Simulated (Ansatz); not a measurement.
# ZrC under changes of volume

One of the cells (13.228 Å³/atom); the others are scaled copies at fixed shape and fractional positions:

```
Zr C
1.0
     0.00000    2.36500    2.36500
     2.36500    0.00000    2.36500
     2.36500    2.36500    0.00000
Zr C
1 1
Direct
  0.50000 0.50000 0.50000
  0.00000 0.00000 0.00000
```

```yaml
Program: Ansatz 0.2.0
Functional: PBE
Potentials_or_basis: PseudoDojo standard (PBE files)
Cutoff: 1116 eV
Density_cutoff: 4463 eV
k_mesh: 10 × 10 × 10
Occupations: fermi-dirac, width 0.05 eV
Spin: no spin polarisation
```

```tsv
volume (Å³/atom)	energy over the lowest point (meV/atom)	pressure (GPa)
12.434	22.00	12.0
12.699	?	?
12.963	0.00	1.7
13.228	0.98	-2.8
13.493	8.90	-6.8
13.757	23.10	-10.4
14.022	42.97	-13.6
```

Task: What does the run at 12.699 Å³/atom give?

Result: Energy over the lowest point 6.73 meV/atom; pressure 6.6 GPa.

Worked out: A Birch-Murnaghan fit of order 3 (a polynomial in V^(-2/3)) to the other rows has its minimum at 13.06 Å³/atom with B0 = V·E''(V) = 222 GPa and B' = 4.1. It gives 6.71 meV/atom at 12.699 Å³/atom, against the run's 6.73, and -dE/dV = 6.6 GPa, against 6.6.

Energies are extrapolated to zero smearing.
